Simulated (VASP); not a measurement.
# Li (Fm-3m) in VASP: reference runs

Reference runs on Li: the cell as given and a disturbed copy, and energy against volume gives the equilibrium volume and stiffness.

Everything below comes from runs of VASP 6.6.1. Logs are shortened: lines on timing, memory, paths and dates and some standing lists are left out, and cuts for length are marked.

## (1) The structure

Symmetry: Fm-3m, No. 225, cubic system. The conventional cell has a = 4.404 Å, b = 4.404 Å, c = 4.404 Å, α = 90.00°, β = 90.00°, γ = 90.00°. Around Li (site symmetry m-3m) lie 12 Li at 3.11 Å.

This isn't the form of Li at room conditions, which is bcc.

## (2) Single point, PBE

Contents of INCAR:

```
  PREC = Accurate
  ENCUT = 520
  EDIFF = 1E-7
  ISMEAR = -1
  SIGMA = 0.05
  LREAL = False
  LASPH = True
  NELM = 80
  ALGO = Normal
  ISIF = 2
  LWAVE = False
  LCHARG = False
  GGA = PE
  NBANDS = 8
```

Contents of KPOINTS:

```
regular mesh
0
Gamma
  10 10 10
```

Contents of POSCAR:

```
Li
1.0
    0.0000000000      2.2020000000      2.2020000000
    2.2020000000      0.0000000000      2.2020000000
    2.2020000000      2.2020000000      0.0000000000
Li
1
Direct
    0.0000000000      0.0000000000      0.0000000000
```

Potentials or basis: VASP PAW PBE potentials, release 64 (Li_sv).

Command:

```sh
$ cat potpaw_PBE.64/Li_sv/POTCAR > POTCAR
$ mpirun -np 1 vasp_std > vasp.out
```

OUTCAR:

```text
PREC = Accurate
   ENCUT = 520
   EDIFF = 1E-7
   ISMEAR = -1
   LREAL = False
   LASPH = True
   NELM = 80
   ISIF = 2
   GGA = PE

 ion  position               nearest neighbor table
   1  0.000  0.000  0.000-

  LATTYP: Found a face centered cubic cell.
 ALAT       =     4.4040000000

  Lattice vectors:

 A1 = (   0.0000000000,   2.2020000000,   2.2020000000)
 A2 = (   2.2020000000,   0.0000000000,   2.2020000000)
 A3 = (   2.2020000000,   2.2020000000,   0.0000000000)

Analysis of symmetry for initial positions (statically):
=====================================================================
 Subroutine PRICEL returns:
 Original cell was already a primitive cell.

 Routine SETGRP: Setting up the symmetry group for a
 face centered cubic supercell.

 Subroutine GETGRP returns: Found 48 space group operations
 (whereof 48 operations were pure point group operations)
 out of a pool of 48 trial point group operations.

The static configuration has the point symmetry O_h .

Analysis of symmetry for dynamics (positions and initial velocities):
=====================================================================
 Subroutine PRICEL returns:
 Original cell was already a primitive cell.

 Routine SETGRP: Setting up the symmetry group for a
 face centered cubic supercell.

 Subroutine GETGRP returns: Found 48 space group operations
 (whereof 48 operations were pure point group operations)
 out of a pool of 48 trial point group operations.

The dynamic configuration has the point symmetry O_h .

 Subroutine INISYM returns: Found 48 space group operations
 (whereof 48 operations are pure point group operations),
 and found     1 'primitive' translations

----------------------------------------------------------------------------------------

                                     Primitive cell

  volume of cell :      21.3541

  direct lattice vectors                    reciprocal lattice vectors
     0.000000000  2.202000000  2.202000000    -0.227066303  0.227066303  0.227066303
     2.202000000  0.000000000  2.202000000     0.227066303 -0.227066303  0.227066303
     2.202000000  2.202000000  0.000000000     0.227066303  0.227066303 -0.227066303

  length of vectors
     3.114098264  3.114098264  3.114098264     0.393290374  0.393290374  0.393290374

  position of ions in fractional coordinates (direct lattice)
     0.000000000  0.000000000  0.000000000

  ion indices of the primitive-cell ions
   primitive index   ion index
                 1           1

----------------------------------------------------------------------------------------

 KPOINTS: regular mesh

Automatic generation of k-mesh.
 Grid dimensions read from file:
 generate k-points for:   10   10   10

 Generating k-lattice:

  Cartesian coordinates                     Fractional coordinates (reciprocal lattice)
    -0.022706630  0.022706630  0.022706630     0.100000000  0.000000000  0.000000000
     0.022706630 -0.022706630  0.022706630     0.000000000  0.100000000  0.000000000
     0.022706630  0.022706630 -0.022706630     0.000000000  0.000000000  0.100000000

  Length of vectors
     0.039329037  0.039329037  0.039329037

  Shift w.r.t. Gamma in fractional coordinates (k-lattice)
     0.000000000  0.000000000  0.000000000

 Subroutine IBZKPT returns following result:
 ===========================================

 Found     47 irreducible k-points:

 Following reciprocal coordinates:
            Coordinates               Weight
  0.000000  0.000000  0.000000      1.000000
  0.100000  0.000000  0.000000      8.000000
  0.200000  0.000000  0.000000      8.000000
  0.300000  0.000000  0.000000      8.000000
  0.400000  0.000000  0.000000      8.000000
  0.500000  0.000000  0.000000      4.000000
[... 39 lines left out ...]
 -0.300000  0.400000  0.200000     24.000000
 -0.300000  0.500000  0.200000     12.000000
   k-points           NKPTS =     47   k-points in BZ     NKDIM =     47   number of bands    NBANDS=      8
   number of dos      NEDOS =    301   number of ions     NIONS =      1
   total plane-waves  NPLWV =  13824
   dimension x,y,z NGX =    24 NGY =   24 NGZ =   24
   dimension x,y,z NGXF=    48 NGYF=   48 NGZF=   48
   ions per type =               1
   NGX,Y,Z   is equivalent  to a cutoff of  12.81, 12.81, 12.81 a.u.
   NGXF,Y,Z  is equivalent  to a cutoff of  25.62, 25.62, 25.62 a.u.
 SYSTEM =  unknown system
   PREC   = accura    normal or accurate (medium, high low for compatibility)
   ISTART =      0    job   : 0-new  1-cont  2-samecut
   ICHARG =      2    charge: 1-file 2-atom 10-const
   ISPIN  =      1    spin polarized calculation?
   LNONCOLLINEAR =      F non collinear calculations
   LSORBIT =      F    spin-orbit coupling
   LASPH  =      T    aspherical Exc in radial PAW
   ENCUT  =  520.0 eV  38.22 Ry    6.18 a.u.   5.79  5.79  5.79*2*pi/ulx,y,z
   NELM   =     80;   NELMIN=  2; NELMDL= -5     # of ELM steps
   EDIFF  = 0.1E-06   stopping-criterion for ELM
   LREAL  =      F    real-space projection
   EDIFFG = 0.1E-05   stopping-criterion for IOM
   NSW    =      0    number of steps for IOM
   IBRION =     -1    ionic relax: 0-MD 1-quasi-New 2-CG
   NFREE  =      0    steps in history (QN), initial steepest desc. (CG)
   ISIF   =      2    stress and relaxation
   ISYM   =      2    0-nonsym 1-usesym 2-fastsym
   POTIM  = 0.5000    time-step for ionic-motion
   TEBEG  =    0.0;   TEEND  =   0.0 temperature during run
   PSTRESS=    0.0 pullay stress
   NELECT =       3.0000    total number of electrons
   NUPDOWN=      -1.0000    fix difference up-down
   EMIN   =  10.00;   EMAX   =-10.00  energy-range for DOS
   EFERMI =   0.00;   METHOD = LEGACY
   ISMEAR =    -1;   SIGMA  =   0.05  broadening in eV -4-tet -1-fermi 0-gaus
   EFERMI_NEDOS =   21; number of points for ismear=-14 and -15
   IALGO  =     38    algorithm
   IMIX   =      4    mixing-type and parameters
     AMIX     =   0.40;   BMIX     =  1.00
     AMIX_MAG =   1.60;   BMIX_MAG =  1.00
  volume/ion in A,a.u.               =      21.35       144.10
  Fermi-wavevector in a.u.,A,eV,Ry     =   0.851049  1.608250  9.854489  0.724285
  Thomas-Fermi vector in A             =   1.967122
   LORBIT       =      0    0 simple, 1 ext, 2 COOP (PROOUT), +10 PAW based schemes
   GGA     = PE    functional components
   LHFCALC =     F    Hartree Fock is set to
   AEXX    =    0.0000 exact exchange contribution
   IVDW    =     0    specifies the selected vdW correction
   LEPSILON=     F    determine dielectric tensor
   LRPA    =     F    only Hartree local field effects (RPA)
 non-spin polarized calculation
  energy-cutoff  :      520.00
  volume of cell :       21.35
 maximum number of plane-waves:       589
   NGX = 11   NGY = 11   NGZ = 11

 number of electron       3.0000005 magnetization

 Free energy of the ion-electron system (eV)
  ---------------------------------------------------
  ext. energy  EPLUGINS =         0.00000000
  ---------------------------------------------------
  free energy    TOTEN  =        -1.90567667 eV

  energy without entropy =       -1.90110588  energy(sigma->0) =       -1.90339127

 E-fermi :   0.4225     XC(G=0):  -6.9187

 val. band max:        0.2517642833   @ k =  -0.4000   0.1000   0.0000
 cond. band min:       0.4560867073   @ k =   0.5000   0.3000   0.1000
 fundamental gap:      0.2043224240
 Fermi energy:         0.4225040899

 k-point     1 :       0.0000    0.0000    0.0000
  band No.  band energies     occupation
      1     -46.1354      2.00000
      2      -3.0090      2.00000
      3      14.3119      0.00000
      4      14.3120      0.00000
      5      14.3120      0.00000
      6      18.1191      0.00000
      7      18.1191      0.00000
      8      18.1191      0.00000

 k-point     2 :       0.1000    0.0000    0.0000
  band No.  band energies     occupation
      1     -46.1340      2.00000
      2      -2.8339      2.00000
      3      12.6158      0.00000
      4      13.9599      0.00000
      5      13.9600      0.00000
      6      17.3289      0.00000
      7      18.7487      0.00000
      8      18.7487      0.00000

 k-point     3 :       0.2000    0.0000    0.0000
  band No.  band energies     occupation
      1     -46.1303      2.00000
      2      -2.3081      2.00000
      3       9.6295      0.00000
      4      13.3647      0.00000
      5      13.3648      0.00000
      6      17.6276      0.00000
      7      19.1344      0.00000
      8      19.1344      0.00000

 k-point     4 :       0.3000    0.0000    0.0000
  band No.  band energies     occupation
      1     -46.1258      2.00000
      2      -1.4422      2.00000
      3       6.8003      0.00000
      4      12.9272      0.00000
      5      12.9273      0.00000
      6      17.7585      0.00000
      7      17.9026      0.00000
      8      17.9026      0.00000

 k-point     5 :       0.4000    0.0000    0.0000
  band No.  band energies     occupation
      1     -46.1223      2.00000
      2      -0.3111      2.00000
      3       4.4509      0.00000
      4      12.7118      0.00000
      5      12.7118      0.00000
      6      16.8923      0.00000
      7      16.8923      0.00000
      8      17.3212      0.00000
[... 353 lines left out ...]
 k-point    38 :      -0.4000    0.3000    0.1000
  band No.  band energies     occupation
      1     -46.1177      2.00000
      2       1.7059      0.00000
      3       3.8712      0.00000
      4       7.9051      0.00000
      5       9.7324      0.00000
      6      15.0485      0.00000
      7      19.0918      0.00000
      8      21.3818      0.00000

 k-point    39 :      -0.3000    0.3000    0.1000
  band No.  band energies     occupation
      1     -46.1182      2.00000
      2       1.3385      0.00000
      3       4.2327      0.00000
      4       7.7438      0.00000
      5      10.2078      0.00000
      6      15.3658      0.00000
      7      19.5007      0.00000
      8      21.3097      0.00000

 k-point    40 :      -0.2000    0.3000    0.1000
  band No.  band energies     occupation
      1     -46.1204      2.00000
      2       0.0515      1.99880
      3       5.9065      0.00000
      4       8.2300      0.00000
      5      11.1354      0.00000
      6      15.7921      0.00000
      7      18.2081      0.00000
      8      20.2567      0.00000

 [... further k-points ...]

------------------------ aborting loop because EDIFF is reached ----------------------------------------

  FORCE on cell =-STRESS in cart. coord.  units (eV):
  Direction    XX          YY          ZZ          XY          YZ          ZX
  --------------------------------------------------------------------------------------
  -------------------------------------------------------------------------------------
  Total       -0.0987168     -0.0987168     -0.0987168     -0.0000000     -0.0000000      0.0000000
  in kB       -7.4066122     -7.4066122     -7.4066122     -0.0000000     -0.0000000      0.0000000
  external PRESSURE =      -7.4066122 kB  Pullay stress =       0.0000000 kB

 VOLUME and BASIS-vectors are now :
 -----------------------------------------------------------------------------
  energy-cutoff  :      520.00
  volume of cell :       21.35
      direct lattice vectors                 reciprocal lattice vectors
     0.000000000  2.202000000  2.202000000    -0.227066303  0.227066303  0.227066303
     2.202000000  0.000000000  2.202000000     0.227066303 -0.227066303  0.227066303
     2.202000000  2.202000000  0.000000000     0.227066303  0.227066303 -0.227066303

 POSITION                                       TOTAL-FORCE (eV/Angst)
 -----------------------------------------------------------------------------------
      0.00000      0.00000      0.00000         0.000000      0.000000      0.000000
 -----------------------------------------------------------------------------------
    total drift:                                0.000000      0.000000     -0.000000

  FREE ENERGIE OF THE ION-ELECTRON SYSTEM (eV)
  ---------------------------------------------------
  free  energy   TOTEN  =        -1.9056766736 eV

  energy  without entropy=       -1.9011058757  energy(sigma->0) =       -1.90339127
```

Run time: 3.1 s. Hardware: 1 thread of Intel Xeon Platinum 8375C at 2.90GHz (Ice Lake), shared host; peak memory 0.13 GiB.

Results:

```yaml
Free_energy: -1.9057 eV
Band_gap_on_the_k_mesh: none (metal or under the smearing width)
```

Levels at points of the mesh, in eV from the Fermi level:
```
           k point  band 1  band 2  band 3  band 4  band 5  band 6
(0.00, 0.00, 0.00)  -46.56   -3.43   13.89   13.89   13.89   17.70
(0.50, 0.00, 0.00)  -46.54    0.07    2.82   12.23   12.23   16.10
(0.50, 0.50, 0.00)  -46.54    1.55    4.58    8.20    8.20   10.36
```

Caveat: the cutoff is under 1.25 times the usual one of these potentials, so pressure, stress and relaxed cells hold a basis-set (Pulay) error.

## (3) Single point, PBE (cell strained at random at fixed volume)

Contents of INCAR:

```
SYSTEM = Li
  ALGO = Normal
  EDIFF = 1E-7
  ENCUT = 520
  GGA = PE
  ISIF = 2
  ISMEAR = -1
  LASPH = .True.
  LCHARG = .True.
  LELF = .True.
  LREAL = .False.
  LVHAR = .True.
  LWAVE = .False.
  NBANDS = 8
  NELM = 80
  PREC = Accurate
  SIGMA = 0.05
```

Contents of KPOINTS:

```
k-points
0
Gamma
  10 10 10
  0 0 0
```

Contents of POSCAR:

```
Li
1.0
   -0.0293910000      2.1895430000      2.1679420000
    2.2441730000     -0.0795680000      2.2181200000
    2.1523320000      2.1478800000      0.0122730000
Li
1
Direct
   -0.0023980000      0.0053010000      0.0029690000
```

Potentials or basis: VASP PAW PBE potentials, release 64 (Li_sv).

Command:

```sh
$ cat potpaw_PBE.64/Li_sv/POTCAR > POTCAR
$ mpirun -np 1 vasp_std > vasp.out
```

It took 47 s on 1 thread of Intel Xeon Platinum 8375C at 2.90GHz (Ice Lake), shared host; peak memory 0.17 GiB.

The run converged. Its results:

```yaml
Free_energy: -1.9029 eV
Band_gap_on_the_k_mesh: none (metal or under the smearing width)
```

Levels at points of the mesh, in eV from the Fermi level:
| k point | band 1 | band 2 | band 3 | band 4 | band 5 | band 6 |
| --- | --- | --- | --- | --- | --- | --- |
| (0.00, 0.00, 0.00) | -46.56 | -3.43 | 13.08 | 14.00 | 14.47 | 16.63 |
| (0.50, 0.00, 0.00) | -46.55 | 0.05 | 2.79 | 12.13 | 12.46 | 15.80 |
| (0.00, 0.50, 0.00) | -46.55 | -0.17 | 2.44 | 12.76 | 12.81 | 16.61 |
| (0.50, 0.50, 0.00) | -46.54 | 1.65 | 4.68 | 7.41 | 8.86 | 10.17 |
| (0.00, 0.00, 0.50) | -46.54 | 0.25 | 3.09 | 11.61 | 12.12 | 15.25 |
| (0.50, 0.00, 0.50) | -46.54 | 1.53 | 4.57 | 7.89 | 8.63 | 10.38 |
| (0.00, 0.50, 0.50) | -46.54 | 1.51 | 4.55 | 8.07 | 8.50 | 10.43 |
| (0.50, 0.50, 0.50) | -46.54 | 0.18 | 3.00 | 11.73 | 12.23 | 15.35 |

Caveat: the cutoff is under 1.25 times the usual one of these potentials, so pressure, stress and relaxed cells hold a basis-set (Pulay) error.

(Continued in part 2 of 2.)
